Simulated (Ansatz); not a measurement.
Os:

```
Os
1.0
     2.73410    0.00000    0.00000
    -1.36705    2.36780    0.00000
     0.00000    0.00000    4.31970
Os
2
Direct
  0.66667 0.33333 0.75000
  0.33333 0.66667 0.25000
```

```yaml
Program: Ansatz 0.2.0
Task: relaxation of cell and atoms
Functional: RPBE
Potentials_or_basis: Ansatz PAW
Cutoff: "420 eV (not typed: the program's choice for these potentials)"
k_mesh: 11 × 11 × 6
Occupations: fermi-dirac, width 0.05 eV
Spin: no spin polarisation
```

At the start: volume 13.98 Å³/atom.

Q: Where does the relaxation end?

A: It ends after 5 steps and the volume is 14.43 Å³/atom (+3.2 %); space group P6_3/mmc (No. 194, to 0.05 Å).

Step by step:
```
step  energy change (eV)  largest force (eV/Å)  volume (Å³)
   1              0.0000                0.0000        27.96
   2             -0.0337                0.0000        28.97
   3             -0.0343                0.0000        28.86
   4             -0.0343                0.0000        28.86
   5             -0.0348                0.0000        28.86
```

Final structure:
```yaml
crystal:
  lattice:
    - [2.76333, 0.00000, 0.00000]
    - [-1.38166, 2.39311, 0.00000]
    - [0.00000, 0.00000, 4.36370]
  atoms:
    - { symbol: Os, position: [0.66667, 0.33333, 0.75000] }
    - { symbol: Os, position: [0.33333, 0.66667, 0.25000] }
```

Caveat: the plane-wave basis is chosen anew once the cell has moved, so the energies of steps on either side of that aren't comparable; the PAW data sets come from PBE, with cores solved anew for the run's functional, which leaves a small shift of forces and pressure.
